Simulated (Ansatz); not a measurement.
# TiO2: the cost of one run

All numbers below are computed with Ansatz 0.2.0 (DFT PBE, scalar-relativistic, plane waves, PAW).

4 further runs of the same task are left out: 4 set aside as unsound or not needed.

## Step 1: The system as given

The cell holds 30 atoms (O20SbTi9): a = 7.720 Å, b = 7.720 Å, c = 7.720 Å, α = 102.18°, β = 113.24°, γ = 113.24°.

The coordinates of this cell stand in the input of its own run.

The host was relaxed before at PBE: a = 3.799 Å, b = 3.799 Å, c = 9.698 Å, α = 90.00°, β = 90.00°, γ = 90.00° (conventional cell), 11.665 Å³/atom.

Places, in fractions of the supercell: Sb in place of Ti at (0.400, 0.800, 0.600). The start keeps the symmetry of the ideal site.

## Step 2: Band edges of the host over the zone

Input file input.yaml:

```yaml
crystal:
  lattice:
    - [-1.8995999942, 1.8995999942, 4.8488731938]
    - [1.8995999942, -1.8995999942, 4.8488731938]
    - [1.8995999942, 1.8995999942, -4.8488731938]
  atoms:
    - { symbol: Ti, position: [0.0, 0.0, 0.0] }
    - { symbol: Ti, position: [0.75, 0.25, 0.5] }
    - { symbol: O, position: [0.9564814582, 0.4564814582, 0.5] }
    - { symbol: O, position: [0.2064814582, 0.2064814582, 0.0] }
    - { symbol: O, position: [0.5435185418, 0.0435185418, 0.5] }
    - { symbol: O, position: [0.7935185418, 0.7935185418, 0.0] }
basis:
  ecutwfc: 420
  xc_grid: 2
kpoints:
  mp_grid: { grid: [10, 10, 10] }
  band_path: { path: [VBM, CBM], npoints: 2 }
hamiltonian:
  xc: pbe
scf:
  occupations: { method: gaussian, width: 0.02 }
output:
  forces: true
  stress: true
  eigenvalues: true
```

The run is started by

```bash
$ ansatz run input.yaml --threads 8 --pin off --max-ram 16384MiB --backend cpu --events-out ev --progress --plain --runs-dir out
```

Q: Estimate wall time and peak memory on 8 threads of Arm Neoverse V1, shared host.

About 3.7 s, with a peak of 0.53 GiB.
